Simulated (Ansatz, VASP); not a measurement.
## Two plane-wave programs on FeO

```xyz
2
Lattice="2.9411 0.0000 0.0000 -1.4706 2.5471 0.0000 0.0000 0.0000 2.8704" Properties=species:S:1:pos:R:3 pbc="T T T"
Fe    0.0000    0.0000    0.0000
O     1.4706    0.8490    1.4352
```

The cell comes from a database or a generator and needn't be the stable form of this composition.

Alike in both runs: task single point; functional PBE; k mesh 10 × 10 × 9; occupations fermi-dirac, width 0.05 eV; collinear spin.

|  | VASP | Ansatz |
| --- | --- | --- |
| version | VASP 6.6.1 | Ansatz 0.2.0 |
| potentials or method | VASP PAW PBE potentials, release 64 (Fe, O) | Ansatz PAW |
| plane-wave cutoff (eV) | 520 | 420 |
| valence electrons in the cell | 14 | 22 |

|  | VASP | Ansatz | Ansatz less VASP |
| --- | --- | --- | --- |
| gap on the k mesh at the Fermi level (eV) | none | none | - |
| pressure (GPa) | -15.7 | -15.7 | +0.04 |
| largest component of the traceless stress (GPa) | 4.55 | 4.24 | -0.308 |
| net moment per atom (μB) | 2.00 | 2.00 | +0.001 |
| size of the moment on the site where the two differ most (μB) | 3.59 | 3.49 | -0.101 |

Site moments also hang on the region over which each program counts them. A gap of «none» marks a metal or a gap that the smearing closes. With one functional, cell and mesh, what is left measures potentials, basis and numerics. The two sets of potentials don't hold the same shells in valence.

Caveats: a cell with one magnetic atom can't hold antiferromagnetic order, which such compounds often take; semilocal functionals often make such compounds metallic where correlation or magnetic order opens a gap, which also shifts bond lengths; so large a pressure means that the cell lies far from this level's equilibrium, or that cutoff or potentials fall short (VASP); the pressure holds a Pulay correction of +0.6 GPa for the finite cutoff (Ansatz).
